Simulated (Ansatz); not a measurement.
**GaP (F-43m): the equilibrium volume**

Aim: the volume at which the pressure of GaP (F-43m) vanishes.

Method: DFT PBEsol, scalar-relativistic, plane waves, PAW, in Ansatz 0.2.0.

3 further runs of the same task are left out: 3 set aside as unsound or not needed. Runs told in other sessions of the task aren't counted.

## 1. Starting point

Symmetry: F-43m, No. 216, cubic system. Conventional cell: a = 5.452 Å, b = 5.452 Å, c = 5.452 Å, α = 90.00°, β = 90.00°, γ = 90.00°. Around Ga (site symmetry -43m) lie 4 P at 2.36 Å. P (site symmetry -43m) is surrounded by 4 Ga at 2.36 Å.

Structure file:

```xyz
2
Lattice="0.0000 2.7258 2.7258 2.7258 0.0000 2.7258 2.7258 2.7258 0.0000" Properties=species:S:1:pos:R:3 pbc="T T T"
Ga    0.0000    0.0000    0.0000
P     1.3629    1.3629    1.3629
```

## 2. The first run (PBEsol, 6×6×6 mesh)

File input.yaml:

```yaml
crystal:
  lattice:
    - [0.0, 2.7258124945, 2.7258124945]
    - [2.7258124945, 0.0, 2.7258124945]
    - [2.7258124945, 2.7258124945, 0.0]
  atoms:
    - { symbol: Ga, position: [0.0, 0.0, 0.0] }
    - { symbol: P, position: [0.25, 0.25, 0.25] }
basis:
  ecutwfc: 420
kpoints:
  mp_grid: { grid: [6, 6, 6] }
hamiltonian:
  xc: pbesol
scf:
  occupations: { method: gaussian, width: 0.1 }
output:
  forces: true
  stress: true
  eigenvalues: true
```

The run is started by

```
ansatz run input.yaml --threads 8 --pin off --max-ram 16384MiB --backend cpu --events-out ev --progress --plain --runs-dir out
```

Output (excerpt; [...] marks lines left out):

```text
Warning: RAYON_NUM_THREADS=8 ignored (pool sized by the plan → 8); use --threads N
[...]
Pseudopotentials: kind: paw
Pseudopotential: Ga, paw, valence charge 13, recommended cutoff 420 eV (normal), Ga.paw.azcp
Pseudopotential: P, paw, valence charge 5, recommended cutoff 420 eV (normal), P.paw.azcp
Functional definition: PBEsol
[...]
Crystal: 2 atoms, lattice volume = 40.506 Å³
Basis set: ecut = 420 eV, 749 PW (Γ), exchange–correlation on 54×54×54 points (8 copies of the dense FFT grid, shifted against one another)
Bands: 13, of which v1, the nominal top of the filled ones, is band 9 counted from 1 (8 counted from 0)
Symmetry: 24 space group operations
Space group: F-43m (ITA 216), of the structure as read, at distance tolerance 3.4e-5 Å
k-points: 16 of 216 (time reversal used)
[...]
SCF iter   1: F=—  HF=-4484.043860 eV  |F-HF|=—  |Δ(HF+E_count)|=         —  Δρ=4.08e-3  dr2=1.11e-2  ethr=1.77e-3  ⟨swp⟩=6.1  Hψ=1345  notcnv=0
[...]
SCF iter   6: F=-4484.039402 eV  HF=-4484.039402 eV  |F-HF|=1.74e-8  |Δ(HF+E_count)|=   3.02e-7  Δρ=8.69e-6  dr2=1.58e-8  ethr=5.56e-10  ⟨swp⟩=7.1  Hψ=1093  notcnv=0
[...]
SCF converged after 6 iterations
Free energy (F): -4484.039402 eV
[...]
E sigma→0 (E₀):  -4484.039402 eV
Fermi energy:    7.749397 eV
[...]
--- Forces (eV/Å), atoms counted from 1 ---
  atom   1  Ga     0.00000000     0.00000000    -0.00000000
  atom   2  P     -0.00000000    -0.00000000     0.00000000
[...]
--- Stress (GPa, compression-positive) ---
       -0.581464       0.000000       0.000000
        0.000000      -0.581464       0.000000
        0.000000       0.000000      -0.581464
  P = ⅓ Tr σ = -0.5815 GPa (-5.815 kbar)
--- Band table (eV; the first three rows and the last of 16) ---
  k-point 0: bands = ["-7.5671", "-7.5671", "-7.5671", "-7.4675", "-7.4675", "-5.5229", "6.9940", "6.9940", "6.9940", "8.7308", "10.8073", "10.8073", "10.8073"]
[...]
```

Run time: 0.33 s. Hardware: 8 threads of Arm Neoverse V1, shared host; peak memory 0.27 GiB.

This gives: volume 20.253 Å³/atom, pressure -0.58 GPa, mesh gap 1.51 eV.

## 3. Full relaxation

input.yaml: that of step 2 with these lines changed.

```diff
@@ -11,3 +11,3 @@
 kpoints:
-  mp_grid: { grid: [6, 6, 6] }
+  mp_grid: { grid: [8, 8, 8] }
 hamiltonian:
@@ -15,3 +15,3 @@
 scf:
-  occupations: { method: gaussian, width: 0.1 }
+  occupations: { method: gaussian, width: 0.02 }
 output:
@@ -20 +20,6 @@
   eigenvalues: true
+relax:
+  adjacent_minimum: "off"
+  f_tol: 0.005
+  max_steps: 80
+  cell: { stress_tol: 0.05 }
```

The run is started by

```
ansatz run input.yaml --threads 8 --pin off --max-ram 16384MiB --backend cpu --events-out ev --progress --plain --runs-dir out
```

Output:

```text
Warning: RAYON_NUM_THREADS=8 ignored (pool sized by the plan → 8); use --threads N
Engine: ansatz 0.2.0, aarch64-unknown-linux-gnu
[... 4 set-up lines as earlier in the session ...]
  exchange = pbesol_x
  correlation = pbesol_c
Crystal: 2 atoms, lattice volume = 40.506 Å³
Basis set: ecut = 420 eV, 749 PW (Γ), exchange–correlation on 54×54×54 points (8 copies of the dense FFT grid, shifted against one another)
Bands: 13, of which v1, the nominal top of the filled ones, is band 9 counted from 1 (8 counted from 0)
[... 2 set-up lines as earlier in the session ...]
k-points: 29 of 512 (time reversal used)
Non-local potential: Ga, projectors of the file, l = 0: 2, l = 1: 2, l = 2: 3, l = 3: 1
Non-local potential: P, projectors of the file, l = 0: 2, l = 1: 2, l = 2: 2
PAW form: soft (Blöchl's): semilocal exchange-correlation on the pseudo side does not see the compensation charge
PAW frozen core: Ga, regenerated for the run's functional, and the local potential with it (the file was generated under x = pbe(κ = 0.804, μ = 0.2195149727645171), c = pbe(β = 0.06672455060314922))
PAW frozen core: P, regenerated for the run's functional, and the local potential with it (the file was generated under x = pbe(κ = 0.804, μ = 0.2195149727645171), c = pbe(β = 0.06672455060314922))
PAW one-centre angular grid: Ga, 590 points (default); XC on 64 Gauss nodes
PAW one-centre angular grid: P, 110 points (default); XC on 64 Gauss nodes
Initial density: superposition of atomic densities (neutral atoms: chi_scale 0, normalization atom), corrected by the library's trained network
Initial wavefunctions: pseudopotential atomic-orbital guess
Functional: x = pbesol(κ = 0.804, μ = 0.12345679012345678), c = pbesol(β = 0.046)
SCF iter   1: F=—  HF=-4484.059242 eV  |F-HF|=—  |Δ(HF+E_count)|=         —  Δρ=4.44e-3  dr2=1.31e-2  ethr=1.77e-3  ⟨swp⟩=6.7  Hψ=2571  notcnv=0
preconditioner: auto → none  [insulator: Δε(μ)=1.453 eV  Ē_g=15.432 eV  σ=0.020 eV  W_gap=1.00  n_scr=14 (ndim 8)  ℏωp=24.8 eV  f_vac=0.013  D(μ)=0.00/eV (n_scr^D=0)  ε∞_Penn≈3.6]
SCF iter   2: F=—  HF=-4484.054388 eV  |F-HF|=—  |Δ(HF+E_count)|=   4.85e-3  Δρ=1.70e-3  dr2=9.48e-4  ethr=7.27e-5  ⟨swp⟩=3.0  Hψ=854  notcnv=0
SCF iter   3: F=—  HF=-4484.054231 eV  |F-HF|=—  |Δ(HF+E_count)|=   1.57e-4  Δρ=5.06e-4  dr2=1.17e-4  ethr=5.27e-6  ⟨swp⟩=2.0  Hψ=754  notcnv=0
SCF iter   4: F=—  HF=-4484.054204 eV  |F-HF|=—  |Δ(HF+E_count)|=   2.61e-5  Δρ=2.51e-4  dr2=1.77e-5  ethr=6.49e-7  ⟨swp⟩=2.0  Hψ=638  notcnv=0
SCF iter   5: F=—  HF=-4484.054212 eV  |F-HF|=—  |Δ(HF+E_count)|=   8.05e-6  Δρ=3.82e-5  dr2=3.23e-7  ethr=9.83e-8  ⟨swp⟩=2.0  Hψ=469  notcnv=0
SCF iter   6: F=-4484.054213 eV  HF=-4484.054213 eV  |F-HF|=1.48e-8  |Δ(HF+E_count)|=   3.55e-7  Δρ=8.18e-6  dr2=1.55e-8  ethr=5.56e-10  ⟨swp⟩=7.0  Hψ=2020  notcnv=0
SCF 1 converged in 6 iterations: F = -4484.054213 eV  dr2 = 1.55e-8
relax step   1: F+E_penalty+E_count = -4484.05421284 eV  Δ(F+E_penalty+E_count) = +0.000e0 eV  max|allowed force component| = 2.591e-16 eV/Å  Δτ_max = 0.0000 Å  P = -0.607 GPa  Ω = 40.506 Å³  (6 SCF iters, dr2 threshold 1.00e-7 eV, accepted)
Crystal: 2 atoms, lattice volume = 40.301 Å³
Initial density: handed on by an earlier stage of this run
Initial wavefunctions: those handed on with the density
iter 1 solved again at ethr=2.01e-7 eV; its pass at ethr=3.10e-3 eV (dr2=3.63e-5 eV) is discarded
SCF iter   1: F=—  HF=-4484.054781 eV  |F-HF|=—  |Δ(HF+E_count)|=         —  Δρ=2.63e-4  dr2=3.94e-5  ethr=2.01e-7  ⟨swp⟩=2.4  Hψ=2655  notcnv=0
preconditioner: auto → none  [insulator: Δε(μ)=1.508 eV  Ē_g=15.465 eV  σ=0.020 eV  W_gap=1.00  n_scr=14 (ndim 8)  ℏωp=24.8 eV  f_vac=0.004  D(μ)=0.00/eV (n_scr^D=0)  ε∞_Penn≈3.6]
SCF iter   2: F=—  HF=-4484.054772 eV  |F-HF|=—  |Δ(HF+E_count)|=   9.75e-6  Δρ=1.01e-4  dr2=4.10e-6  ethr=2.01e-7  ⟨swp⟩=2.0  Hψ=502  notcnv=0
SCF iter   3: F=—  HF=-4484.054771 eV  |F-HF|=—  |Δ(HF+E_count)|=   1.05e-7  Δρ=3.97e-5  dr2=5.59e-7  ethr=2.28e-8  ⟨swp⟩=2.7  Hψ=651  notcnv=0
SCF iter   4: F=-4484.054771 eV  HF=-4484.054771 eV  |F-HF|=4.81e-8  |Δ(HF+E_count)|=   2.15e-8  Δρ=1.01e-5  dr2=2.71e-8  ethr=1.11e-9  ⟨swp⟩=7.0  Hψ=2014  notcnv=0
SCF 2 converged in 4 iterations: F = -4484.054771 eV  dr2 = 2.71e-8
relax step   2: F+E_penalty+E_count = -4484.05477138 eV  Δ(F+E_penalty+E_count) = -5.585e-4 eV  max|allowed force component| = 8.327e-17 eV/Å  Δτ_max = 0.0000 Å  P = -0.183 GPa  Ω = 40.301 Å³  energy of the carried Pulay correction = +5.192e-5 eV  (4 SCF iters, dr2 threshold 2.00e-7 eV, accepted)
Crystal: 2 atoms, lattice volume = 40.213 Å³
iter 1 solved again at ethr=3.78e-8 eV; its pass at ethr=3.10e-3 eV (dr2=6.80e-6 eV) is discarded
SCF iter   1: F=—  HF=-4484.054846 eV  |F-HF|=—  |Δ(HF+E_count)|=         —  Δρ=1.14e-4  dr2=7.34e-6  ethr=3.78e-8  ⟨swp⟩=2.4  Hψ=2613  notcnv=0
preconditioner: auto → none  [insulator: Δε(μ)=1.501 eV  Ē_g=15.476 eV  σ=0.020 eV  W_gap=1.00  n_scr=14 (ndim 8)  ℏωp=24.8 eV  f_vac=0.004  D(μ)=0.00/eV (n_scr^D=0)  ε∞_Penn≈3.6]
SCF iter   2: F=—  HF=-4484.054844 eV  |F-HF|=—  |Δ(HF+E_count)|=   1.82e-6  Δρ=4.64e-5  dr2=8.26e-7  ethr=3.78e-8  ⟨swp⟩=2.0  Hψ=483  notcnv=0
SCF iter   3: F=—  HF=-4484.054844 eV  |F-HF|=—  |Δ(HF+E_count)|=   3.41e-8  Δρ=1.57e-5  dr2=9.61e-8  ethr=4.59e-9  ⟨swp⟩=2.3  Hψ=562  notcnv=0
SCF iter   4: F=-4484.054844 eV  HF=-4484.054844 eV  |F-HF|=1.03e-8  |Δ(HF+E_count)|=   6.63e-9  Δρ=4.52e-6  dr2=5.56e-9  ethr=4.66e-10  ⟨swp⟩=5.9  Hψ=1806  notcnv=0
SCF 3 converged in 4 iterations: F = -4484.054844 eV  dr2 = 5.56e-9
relax step   3: F+E_penalty+E_count = -4484.05484382 eV  Δ(F+E_penalty+E_count) = -7.243e-5 eV  max|allowed force component| = 6.939e-17 eV/Å  Δτ_max = 0.0000 Å  P = +0.002 GPa  Ω = 40.213 Å³  energy of the carried Pulay correction = +7.431e-5 eV  (4 SCF iters, dr2 threshold 8.39e-8 eV, accepted)
Initial wavefunctions: pseudopotential atomic-orbital guess (no wavefunctions were taken with the density)
iter 1 solved again at ethr=1.30e-6 eV; its pass at ethr=3.10e-3 eV (dr2=2.34e-4 eV) is discarded
SCF iter   1: F=—  HF=-4484.054763 eV  |F-HF|=—  |Δ(HF+E_count)|=         —  Δρ=8.32e-6  dr2=6.41e-9  ethr=1.30e-6  ⟨swp⟩=3.0  Hψ=3476  notcnv=0
eigensolver tolerance schedule: the retry pair's looser diagonalisation over-reported the residual by 36569.08 of it (diagonalisation noise at an unbounded share of the residual, at the tolerance the schedule requests for it); recorded, not acted on — ethr = c·dr2/N_el stays at c = 1.0e-1
preconditioner: auto → none  [insulator: Δε(μ)=1.500 eV  Ē_g=15.476 eV  σ=0.020 eV  W_gap=1.00  n_scr=14 (ndim 8)  ℏωp=24.8 eV  f_vac=0.005  D(μ)=0.00/eV (n_scr^D=0)  ε∞_Penn≈3.6]
SCF iter   2: F=—  HF=-4484.054764 eV  |F-HF|=—  |Δ(HF+E_count)|=   3.30e-7  Δρ=7.54e-6  dr2=1.05e-8  ethr=3.56e-11  ⟨swp⟩=3.8  Hψ=937  notcnv=0
SCF iter   3: F=—  HF=-4484.054764 eV  |F-HF|=—  |Δ(HF+E_count)|=   1.19e-9  Δρ=2.30e-6  dr2=8.09e-10  ethr=3.56e-11  ⟨swp⟩=2.0  Hψ=663  notcnv=0
SCF iter   4: F=—  HF=-4484.054764 eV  |F-HF|=—  |Δ(HF+E_count)|=  5.11e-10  Δρ=3.55e-7  dr2=3.70e-11  ethr=4.49e-12  ⟨swp⟩=2.0  Hψ=648  notcnv=0
SCF iter   5: F=-4484.054764 eV  HF=-4484.054764 eV  |F-HF|=0.00e0  |Δ(HF+E_count)|=  3.64e-12  Δρ=7.33e-8  dr2=1.07e-12  ethr=1.00e-12  ⟨swp⟩=6.8  Hψ=1896  notcnv=0
SCF 4 converged in 5 iterations: F = -4484.054764 eV  dr2 = 1.07e-12
relax step   4: F+E_penalty+E_count = -4484.05476350 eV  Δ(F+E_penalty+E_count) = +8.031e-5 eV  max|allowed force component| = 5.204e-17 eV/Å  Δτ_max = 0.0000 Å  P = +0.001 GPa  Ω = 40.213 Å³  stress off target by 1.10e-3 GPa  SCF on the basis re-selected at this cell (its energy is not comparable with the rows above)  (5 SCF iters)
basis re-selected at this cell: Δ(F+E_penalty+E_count) = +8.031e-5 eV, ΔP = -0.001 GPa vs the last step (what re-selecting the basis moved, of the pressure what is left beyond the Pulay correction that the steps carried, after the strain that the cell walked since its last selection, with what the two solves' SCF thresholds leave and, on support functions, any second-order correction that the steps lacked; it is no measure of the basis error at this ecutwfc). This SCF's stress stands 1.10e-3 GPa from its target on what of the cell is left free (relax.cell.stress_tol is 5.00e-2 GPa) and its largest allowed force component is 5.20e-17 eV/Å (relax.f_tol is 5.00e-3 eV/Å): within both
SCF converged after 5 iterations
Free energy (F): -4484.054764 eV
Harris-Foulkes:  -4484.054764 eV  (|F-HF|=0.00e0)
Internal energy: -4484.054764 eV  (E = F + TS)
E sigma→0 (E₀):  -4484.054764 eV
Fermi energy:    7.829411 eV
--- Per-component energies (eV) ---
  E_band       = -59.089564
  E_kinetic    = 186.297837
  E_local      = -2197.304056  (includes V_loc(G=0)·N_el)
  E_nonlocal   = 460.094872
  E_hartree    = 1014.896585
  E_xc         = -129.760911
  E_vxc        = -119.126947  (∫ρ·V_xc dr)
  E_paw        = -2503.634420  (= ΣΔE_a)
  E_vpaw       = -418.844332  (= ΣTr[D̂ρ^β])
  E_aug_tail   = -0.000101  (compensation charges beyond the density's cutoff)
  E_ewald      = -1315.553643
  E_core_change = 0.909074  (= ΣΔE_core)
  E_smearing   = -0.000000  (= −TS)
  E_closure    = -0.000000  (closes the sum)
  Σ components = -4484.054764   (vs F -4484.054764, Δ=0.00e0)
--- Forces (eV/Å), atoms counted from 1 ---
  atom   1  Ga    -0.00000000     0.00000000    -0.00000000
  atom   2  P     -0.00000000     0.00000000     0.00000000
  max |Σ_I F_I| component: 4.39e-17 eV/Å
--- Stress (GPa, compression-positive) ---
        0.001098      -0.000000      -0.000000
       -0.000000       0.001098       0.000000
       -0.000000       0.000000       0.001098
  P = ⅓ Tr σ = 0.0011 GPa (0.011 kbar)
--- Band table (eV; the first three rows and the last of 29) ---
  k-point 0: bands = ["-7.4866", "-7.4866", "-7.4866", "-7.3845", "-7.3845", "-5.4913", "7.0793", "7.0793", "7.0793", "8.8773", "10.8952", "10.8952", "10.8952"]
  k-point 1: bands = ["-7.5009", "-7.4818", "-7.4818", "-7.3846", "-7.3846", "-5.2860", "5.4253", "6.8433", "6.8433", "9.4934", "11.2508", "11.2508", "11.4811"]
  k-point 2: bands = ["-7.5320", "-7.4715", "-7.4715", "-7.3833", "-7.3833", "-4.7040", "3.1514", "6.4022", "6.4022", "9.1736", "11.7576", "11.7576", "13.3629"]
  k-point 28: bands = ["-7.5871", "-7.4472", "-7.4253", "-7.4005", "-7.3756", "-2.3659", "0.4570", "3.4202", "3.5707", "11.6765", "11.9322", "13.0988", "13.1073"]
--- Relaxed structure (3 steps of the walk, 3 accepted, 1 SCFs on fresh bases) ---
  F+E_penalty+E_count = -4484.05476350 eV   max|allowed force component| = 5.204e-17 eV/Å   (the final SCF, on the basis selected at the relaxed cell)
  cell:  # Å, volume = 40.2129 Å³
    - [-1.0955049870725517e-33, 2.7192244521372273, 2.7192244521372273]
    - [2.7192244521372273, 2.7769777579280966e-33, 2.7192244521372273]
    - [2.7192244521372273, 2.7192244521372273, 2.191009974145104e-33]
  atoms:
    - { symbol: Ga, position: [-8.489671257550205e-34, 7.643280104868563e-34, 7.783118643137704e-34] }
    - { symbol: P, position: [0.25, 0.25, 0.25] }
```

Wall time 1.4 s (8 threads of Arm Neoverse V1, shared host); peak memory 0.26 GiB.

The steps of the relaxation:

| step | energy from step 1 (meV/atom) | largest force component (eV/Å) | pressure (GPa) | volume (Å³/atom) |
| --- | --- | --- | --- | --- |
| 1 | 0.0 | 0.000 | -0.61 | 20.253 |
| 2 | -0.3 | 0.000 | -0.18 | 20.150 |
| 3 | -0.3 | 0.000 | 0.00 | 20.106 |
| 4 | -0.3 | 0.000 | 0.00 | 20.106 |

Step 1 is the start. Step 4 repeats the geometry before it on a plane-wave basis chosen anew for the final cell, which leaves the energy as it was.

In short: volume 20.106 Å³/atom, pressure 0.00 GPa, gap on the mesh 1.50 eV.

## 4. The cell, before and after

The cell before and after:

| cell as typed | before | after | change |
| --- | --- | --- | --- |
| a (Å) | 3.855 | 3.846 | -0.2 % |
| b (Å) | 3.855 | 3.846 | -0.2 % |
| c (Å) | 3.855 | 3.846 | -0.2 % |
| volume (Å³/atom) | 20.253 | 20.106 | -0.7 % |
| shortest distance (Å) | 2.361 | 2.355 | -0.2 % |
| space group | F-43m | F-43m | same |

## 5. Outcome

```
         quantity                                                                      value
           volume                                                             20.106 Å³/atom
         pressure                                                                   0.00 GPa
conventional cell  a = 5.438 Å, b = 5.438 Å, c = 5.438 Å, α = 90.00°, β = 90.00°, γ = 90.00°
  gap on the mesh                                                                    1.50 eV
```

In words: From the first run shown, the volume went from 20.25 to 20.11 Å³/atom (-0.7 %) in 2 runs, where the pressure is zero within 0.01 GPa.

These are semilocal Kohn-Sham gaps, which aren't the measured quantity. Such gaps usually fall short of the measured ones.
